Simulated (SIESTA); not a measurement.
The system is PbSe (Clausthalite).

```
CELL_PARAMETERS angstrom
0.00000 3.06065 3.06065
3.06065 0.00000 3.06065
3.06065 3.06065 0.00000
ATOMIC_POSITIONS crystal
Pb 0.00000 0.00000 0.00000
Se 0.50000 0.50000 0.50000
```

Base run:

- Program: SIESTA 5.4.2
- Functional: VV10
- Potentials or basis: PseudoDojo 0.4 standard (PBE files)
- Basis: DZP (energy shift 0.003 Ry; two zetas on semicore shells)
- Grid cutoff: 500 Ry
- Energy shift: 0.003 Ry
- k mesh: 8 × 8 × 8
- Occupations: fermi-dirac, width 0.05 eV
- Spin: no spin polarisation

Its results: band gap on the k mesh 0.33 eV, direct; pressure 4.3 GPa.

Q: After a change of settings the same cell gave: band gap on the k mesh 0.29 eV, direct; pressure 0.9 GPa. Which change was it?
A. functional from VV10 to PBEsol; potentials or basis from PseudoDojo 0.4 standard (PBE files) to PseudoDojo 0.4 standard (PBEsol files)
B. functional from VV10 to optB88-vdW
C. functional from VV10 to vdW-DF2
D. functional from VV10 to vdW-DF

A: A.

Caveats: spin-orbit coupling is left out, which as a rule narrows the gap of such compounds by several tenths of an eV; the basis of atomic orbitals isn't converged, which shifts pressures, moduli and gaps; the non-local part is tabulated coarsely and may be off by about a percent (some runs); the potentials were made for another functional, which shifts forces and pressure (some runs).

Runs at the PBE level aren't shown here.
